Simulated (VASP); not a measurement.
Set up this calculation in VASP 6.6.1, as the native input.

```
Task                   : relaxation of cell and atoms
Functional             : PBE
Dispersion             : D3(BJ)
Potentials or basis    : VASP PAW PBE potentials, release 64 (Si)
Cutoff                 : 600 eV
k mesh                 : 10 × 10 × 10
Occupations            : gaussian, width 0.03 eV
Spin                   : no spin polarisation
Further INCAR settings : ALGO = Normal; EDIFF = 1e-07; IBRION = 2; EDIFFG = -0.005; NSW = 90; ISIF = 3
```

The structure of Si lies in POSCAR:

```
Si                                      
1.0
   -0.0000000000      2.7099303269      2.7099303269
    2.7099303269      0.0000000000      2.7099303269
    2.7099303269      2.7099303269      0.0000000000
  Si            
     2
Direct
     0.7500000000000000    0.7500000000000000    0.7500000000000000
     0.5000000000000000    0.5000000000000000    0.5000000000000000
```

The input as run:

INCAR

```
  PREC = Accurate
  ENCUT = 600
  EDIFF = 1E-7
  ISMEAR = 0
  SIGMA = 0.03
  LREAL = False
  LASPH = True
  NELM = 80
  ALGO = Normal
  ISIF = 3
  LWAVE = False
  LCHARG = False
  GGA = PE
  IVDW = 12
  IBRION = 2
  NSW = 90
  EDIFFG = -0.005
```

KPOINTS

```
Automatic mesh
0
Gamma
  10 10 10
```

Potentials or basis: VASP PAW PBE potentials, release 64 (Si).

Launch:

```bash
$ cat potpaw_PBE.64/Si/POTCAR > POTCAR
$ mpirun -np 1 vasp_std > vasp.out
```

It gave:

```yaml
Pressure_after_relaxing: 0.0 GPa
Band_gap_on_the_k_mesh: 0.57 eV, indirect (least direct gap 2.57 eV)
Dispersion_energy_per_atom: -0.316 eV
```

Caveat: the relaxation stopped at its first step, so nothing moved.

It took 42 s on 1 thread of AMD EPYC 7R43 64-Core Processor (Zen 3), on a shared host, peak memory 0.14 GiB.
